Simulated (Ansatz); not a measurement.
Zone-centre phonons of TaN at 6 GPa: input and output

All numbers below come from Ansatz 0.2.0, DFT PBE, scalar-relativistic, plane waves, PAW.

Launched with:
```bash
ansatz run input.yaml --threads 1 --pin off --max-ram 3072MiB --backend cpu --events-out ev --progress --plain --runs-dir out
```

Input (bare energies are in eV):
```yaml
crystal:
  lattice:
    - [0.0, 2.1962985419, 2.1962985419]
    - [2.1962985419, 0.0, 2.1962985419]
    - [2.1962985419, 2.1962985419, 0.0]
  atoms:
    - { symbol: Ta, position: [0.5, 0.5, 0.5] }
    - { symbol: "N", position: [0.0, 0.0, 0.0] }
basis:
  ecutwfc: 420
kpoints:
  mp_grid: { grid: [16, 16, 16] }
hamiltonian:
  xc: pbe
scf:
  occupations: { method: fermi_dirac, width: 0.15 }
output:
  eigenvalues: true
phonons:
  method: dfpt
  eigenvectors: true
```

The end of the output:
```
--- Phonons (Γ-DFPT): 2 representative perturbations + reference, on 349 of 4096 k-points (Σ response iterations 6) ---
  k mesh reduced under 8 symmetry operations, with k and −k counted as one. Each operation leaves every solved perturbation unchanged. A smaller set is not used because it would not reduce the number of displacements ...
  ASR residual: 1.147e-3 → 0.000e0 eV/Å²; symmetrization residual: 9.625e-7 eV/Å²
  ASR residual per site (eV/Å²): 1.15e-3 1.04e-4
  Γ frequencies (cm⁻¹): 0.00 0.00 0.00 404.89 404.89 404.89
  non-analytic LO–TO correction: not included (Born effective charges unavailable; polar crystals: no LO–TO splitting at Γ)
```

It took 31 s on 1 thread of Intel(R) Xeon(R) Platinum 8259CL CPU @ 2.50GHz (Skylake/Cascade Lake) (shared host), peak memory 0.66 GiB.

In a metal, frequencies and elastic constants depend on the k mesh and the smearing, soft modes and shear constants most. Spin–orbit coupling is left out, which can shift energies with elements as heavy as these. Other phases may be more stable at this pressure.

This rock-salt form isn't the usual stable structure of the compound at low pressure.